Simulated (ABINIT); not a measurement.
Crystal: ZnS.

```
Zn S
1.0
     0.00000    2.70200    2.70200
     2.70200    0.00000    2.70200
     2.70200    2.70200    0.00000
Zn S
1 1
Direct
  0.75000 0.75000 0.75000
  0.00000 0.00000 0.00000
```

Base run:

```yaml
Program: ABINIT 10.8.3 (patched build)
Functional: PW91
Potentials_or_basis: JTH PAW PBE v2.0
Cutoff: 707 eV
k_mesh: 9 × 9 × 9
Occupations: fermi-dirac, width 0.05 eV
Spin: no spin polarisation
```

Its results: band gap on the k mesh 2.07 eV, direct.

Problem. After a change of settings the same cell gave: band gap on the k mesh 3.58 eV, direct. Which change was it?
A. functional from PW91 to LDA
B. functional from PW91 to AM05
C. functional from PW91 to TB-mBJ
D. functional from PW91 to revPBE

Solution. C.

Caveats: the constant c of TB-mBJ comes from the pseudo density here, which moves gaps by up to 0.3 eV between sets of potentials (some runs).

Runs at the PBE level aren't shown here.
